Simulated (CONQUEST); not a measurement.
# Pb (P6_3/mmc) in CONQUEST: density of states with PBEsol

Aim: the density of states of Pb with PBEsol.

All numbers are computed with CONQUEST 1.3; they aren't measurements. Logs are shortened: lines on timing, memory, paths and dates and some standing lists are left out, and cuts for length are marked.

## 1. The undisturbed crystal

It takes space group P6_3/mmc (No. 194, hexagonal). The conventional cell has a = 3.480 Å, b = 3.480 Å, c = 5.590 Å, α = 90.00°, β = 90.00°, γ = 120.00°. Around Pb (site symmetry -6m2) lie 12 Pb at 3.44 to 3.48 Å.

This isn't the form of Pb at room conditions, which is fcc.

## 2. Density of states, PBEsol (volume scaled by 0.88)

Conquest_input

```
IO.Title Pb
IO.Coordinates coords.dat
IO.FractionalAtomicCoords F
IO.Iprint 2
IO.Iprint_init 1
General.NumberOfSpecies 1
General.PseudopotentialType hamann
General.DistanceUnits A
AtomMove.TypeOfRun static
AtomMove.FullStress T
Grid.GridCutoff 60
DM.SolutionMethod diagon
Diag.MPMesh T
Diag.GammaCentred F
Diag.MPMeshX 6
Diag.MPMeshY 4
Diag.MPMeshZ 4
Diag.kT 0.00734986
minE.SCTolerance 1e-6
Diag.SmearingType 1
Diag.MPOrder 2
SC.MaxIters 100
IO.AtomChargeOutput T
IO.writeDOS T
IO.write_proj_DOS T
IO.DumpChargeDensity T
IO.DumpTotPot T
%block ChemicalSpeciesLabel
1 207.200 Pb
%endblock
```

coords.dat

```
    3.3348282210     0.0000000000     0.0000000000
    0.0000000000     5.3568074000     0.0000000000
    0.0000000000     0.0000000000     5.7760919120
4
  0.0000000000   4.0176055500   1.9253639687 1 T T T
  1.6674141105   4.0176055500   4.8134099247 1 T T T
  0.0000000000   1.3392018500   3.8507279433 1 T T T
  1.6674141105   1.3392018500   0.9626819873 1 T T T
```

Conquest_input (lines added for PostProcessCQ)

```
Process.Job pdos
Process.min_DOS_E -0.9485
Process.max_DOS_E 0.3515
Process.sigma_DOS 0.005
Process.n_DOS 301
Process.pDOS_l_resolved T
```

Potentials or basis: PseudoDojo NC PBEsol, DZP, grid cutoff 60 Ha.

The run is started by

```sh
> Conquest
> PostProcessCQ   # after the lines are added to Conquest_input
```

Standard output:

```text
Simulation cell dimensions:     3.3348 A  x     5.3568 A  x     5.7761 A

      Atomic coordinates (A )
         Atom         X         Y         Z  Species
            1    0.0000    7.5922    3.6384        1
            2    3.1510    7.5922    9.0960        1
            3    0.0000    2.5307    7.2768        1
            4    3.1510    2.5307    1.8192        1

         Monkhorst-Pack mesh:   6 x   4 x   4
         Monkhorst-Pack mesh shift:     0.000000   0.000000   0.000000
        This calculation includes non-local pseudopotentials,
         with a maximum core radius of      7.54117217

    Job title: Pb
    Job to be run: static calculation

    Ground state search:
      Support functions represented with PAO basis
      1:1 PAO to SF mapping
      Non-spin-polarised electrons
      Solving for the K matrix using diagonalisation
      Using order  2 Methfessel-Paxton smearing

    Integration grid size:     24 x   36 x   40

    Integration grid spacing:  0.139 A  x 0.149 A  x 0.144 A

    Number of species:  1
    --------------------------------------------------------
    |   #  mass (au)  Charge (e)  SF Rad (A )  NSF  Label  |
    --------------------------------------------------------
    |   1    207.200      14.000        4.166   18  Pb     |
    --------------------------------------------------------
          SCF tolerance:                 0.00000100
          SCF iterations:               100

    LibXC version:  6. 2. 2
    Using the GGA functional Perdew, Burke & Ernzerhof SOL
    Using the GGA functional Perdew, Burke & Ernzerhof SOL

           radial cut-off to be used is taken to be max PAO cut-off radius for this species:    7.541172

           greatest ang. mom. for making density from PAOs:  2
    Minimum blocs/proc is      540. Maximum blocs/proc is      540
    set_atom_dens: In set_atomic_density, electrons :      56.000000000000
 matrix_size & matrix_size_padH =           72          72

    Screened ion int: energy:    -212.113300562553 Ha

    new_SC_potl: Starting.  Tolerance:  0.10000E-05

    PulayMixSC: Starting Pulay mixing, A_up =  0.500 A_dn =  0.500
    PulayMixSC: Spin non-polarised calculation.
          Harris-Foulkes Energy            :      -281.015427042197189 Ha
          GroundState Energy (kT --> 0)    :      -281.015530305269692 Ha
          Free Energy (E-TS)               :      -281.015564726293860 Ha
          DFT Total Energy                 :      -281.000995385991246 Ha
          Total number of electrons        :        56.000000000000156
    PulayMixSC: Pulay iteration     1 residual:              0.95503E-03
          Harris-Foulkes Energy            :      -281.006854277967875 Ha
          GroundState Energy (kT --> 0)    :      -281.006919256646029 Ha
          Free Energy (E-TS)               :      -281.006940916205394 Ha
          DFT Total Energy                 :      -281.006274559243707 Ha
          Total number of electrons        :        56.000045058451093
    PulayMixSC: Pulay iteration     2 residual:              0.18858E-03
          Harris-Foulkes Energy            :      -281.006487700876107 Ha
          GroundState Energy (kT --> 0)    :      -281.006551587236686 Ha
          Free Energy (E-TS)               :      -281.006572882690193 Ha
          DFT Total Energy                 :      -281.006482838565432 Ha
          Total number of electrons        :        56.000072808059144
    PulayMixSC: Pulay iteration     3 residual:              0.51455E-04
          Harris-Foulkes Energy            :      -281.006477209799527 Ha
          GroundState Energy (kT --> 0)    :      -281.006545867577813 Ha
          Free Energy (E-TS)               :      -281.006568753503871 Ha
          DFT Total Energy                 :      -281.006477146685484 Ha
          Total number of electrons        :        56.000091608782512
    PulayMixSC: Pulay iteration     4 residual:              0.24942E-05
          Harris-Foulkes Energy            :      -281.006478648050233 Ha
          GroundState Energy (kT --> 0)    :      -281.006546493939652 Ha
          Free Energy (E-TS)               :      -281.006569109236125 Ha
          DFT Total Energy                 :      -281.006478640461978 Ha
          Total number of electrons        :        56.000092309765577
    PulayMixSC: Pulay iteration     5 residual:              0.75930E-06
    PulayMixSC: Reached SCF tolerance of  0.75930E-06 after      5 iterations
      | Number of electrons      =        56.000092
      |* band energy as 2Tr[K.H] =       -36.184639562399525 Ha
      |  screened ion-ion energy =      -212.113300562553377 Ha
      |  Ha correction           =         1.112328232756009 Ha
      |  XC correction           =       -33.820881265908604 Ha
      | GS Energy with kT -> 0   =      -281.006546493939652 Ha
      | Free Energy as E-TS      =      -281.006569109236125 Ha
      |* Harris-Foulkes energy   =      -281.006478648050233 Ha
      |* DFT total energy        =      -281.006478640461978 Ha
      |  estimated accuracy      =        -0.000000007588255 Ha
    get_E_and_F: Change in energy during last step of electronic optimisation: -0.14383E-05

    BIBLIOGRAPHY: Please consider citing the following references in the conquest.bib file

    CONQUEST:         Bowler2002pt, Miyazaki2004, Nakata2020
    Basis:            Bowler2019
    DM:               Bowler:2006xr
    Pseudopotentials: Hamann2013, Bowler2019
    XC references from LibXC:
```

DOS.dat:

```text
# Spin 1
# Original Fermi-level:     -4.04134 eV
# DOS shifted relative to Fermi-level
#  Energy (eV)     DOS (/eV)    Local iDOS
     -22.31289       0.00000       0.00000
     -22.19134       0.00000       0.00000
     -22.06980       0.00000       0.00000
     -21.94825       0.00000       0.00000
     -21.82671       0.00000       0.00000
     -21.70516       0.00000       0.00000
[... 293 lines left out ...]
      14.02883       3.24019      82.89147
      14.15037       1.71369      83.09976
&
```

Wall time 15 s (1 thread of Intel Xeon Platinum 8488C (Sapphire Rapids), shared host); peak memory 0.28 GiB.

What came out:

```
Free energy            : -7646.5783 eV
Band gap on the k mesh : none (metal or under the smearing width)
```

States per cell in windows of 0.5 eV (zero at the Fermi level; states under -8 eV left out):
```
from (eV)  total  Pb_p  Pb_d  Pb_s
     -8.0   1.06  0.12  0.08  0.86
     -7.5   0.72  0.06  0.05  0.61
     -7.0   1.57  0.10  0.08  1.39
     -6.5   0.14  0.01  0.01  0.13
     -6.0   0.00  0.00  0.00  0.00
     -5.5   0.00  0.00  0.00  0.00
     -5.0   0.00  0.00  0.00  0.00
     -4.5   0.26  0.24  0.01  0.01
     -4.0   0.52  0.47  0.03  0.03
     -3.5   1.13  0.98  0.07  0.07
     -3.0   1.23  1.05  0.10  0.09
     -2.5   0.87  0.74  0.06  0.07
     -2.0   0.46  0.39  0.04  0.03
     -1.5   1.02  0.85  0.11  0.06
     -1.0   1.24  1.03  0.14  0.07
     -0.5   1.19  1.00  0.12  0.07
      0.0   0.73  0.61  0.10  0.02
      0.5   0.49  0.40  0.07  0.01
      1.0   0.74  0.62  0.11  0.01
      1.5   1.74  1.45  0.28  0.01
      2.0   0.90  0.77  0.12  0.01
      2.5   0.99  0.82  0.17  0.00
      3.0   1.56  1.24  0.32  0.01
      3.5   1.19  0.98  0.22  0.00
      4.0   0.75  0.62  0.13  0.01
      4.5   0.79  0.66  0.14  0.01
      5.0   1.01  0.82  0.20  0.02
      5.5   1.44  1.19  0.26  0.01
      6.0   1.58  1.33  0.26  0.01
      6.5   0.64  0.38  0.26  0.01
      7.0   0.78  0.44  0.35  0.01
      7.5   0.54  0.38  0.17  0.01
```

Caveat: the log labels positions in bohr as Å; the basis of atomic orbitals isn't converged, which shifts pressures, moduli and gaps. Spin-orbit coupling is left out, which matters for the levels of Pb.
